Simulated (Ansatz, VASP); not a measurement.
## Two plane-wave programs on BeS

Contents of INCAR:

```
SYSTEM = BeS
  PREC = Accurate
  ENCUT = 520
  EDIFF = 1E-7
  ISMEAR = 0
  SIGMA = 0.01
  LREAL = .False.
  LASPH = .True.
  NELM = 60
  ALGO = Normal
  ISIF = 2
  LWAVE = .False.
  LCHARG = .True.
  GGA = PE
  LELF = .True.
  LVHAR = .True.
  NBANDS = 16
```

File KPOINTS:

```
Automatic mesh
0
Gamma
  12 12 4
  0 0 0
```

File POSCAR:

```
BeS
1.0
    3.4621569796      0.0000000000      0.0000000000
   -1.7310784898      2.9983158962      0.0000000000
    0.0000000000      0.0000000000      6.9924342115
Be S
2 2
Direct
    0.3333333333      0.6666666667      0.2500000000
    0.6666666667      0.3333333333      0.7500000000
    0.6666666667      0.3333333333      0.2500000000
    0.3333333333      0.6666666667      0.7500000000
```

Input for Ansatz:

```yaml
crystal:
  lattice:
    - [3.4621569796, 0.0, 0.0]
    - [-1.7310784898, 2.9983158962, 0.0]
    - [0.0, 0.0, 6.9924342115]
  atoms:
    - { symbol: Be, position: [0.3333333333, 0.6666666667, 0.25] }
    - { symbol: Be, position: [0.6666666667, 0.3333333333, 0.75] }
    - { symbol: S, position: [0.6666666667, 0.3333333333, 0.25] }
    - { symbol: S, position: [0.3333333333, 0.6666666667, 0.75] }
kpoints:
  mp_grid: { grid: [12, 12, 4] }
hamiltonian:
  xc: pbe
scf:
  occupations: { method: fixed }
output:
  optics:
    e_range: [0, 18]
    de: 0.05
    sigma: 0.1
    bands: auto
    scissors: 1.087
  write_density: true
  write_potential: true
  elf: true
  volumetric_format: npy
```

Alike in both runs: task single point; functional PBE; k mesh 12 × 12 × 4; no spin polarisation.

|  | VASP | Ansatz |
| --- | --- | --- |
| version | VASP 6.6.1 | Ansatz 0.2.0 |
| potentials or method | VASP PAW PBE potentials, release 64 (Be, S) | plane waves, PAW |
| plane-wave cutoff (eV) | 520 | 420 |
| occupations | gaussian, width 0.01 eV | fixed |
| valence electrons in the cell | 16 | 16 |

VASP gave:

| Property | Result |
| --- | --- |
| gap on the k mesh at the Fermi level (eV) | 3.94 |

**Question.** Estimate Ansatz's values.

**Answer.** gap on the k mesh at the Fermi level (eV): 3.91.

 A k mesh can miss the band edges.
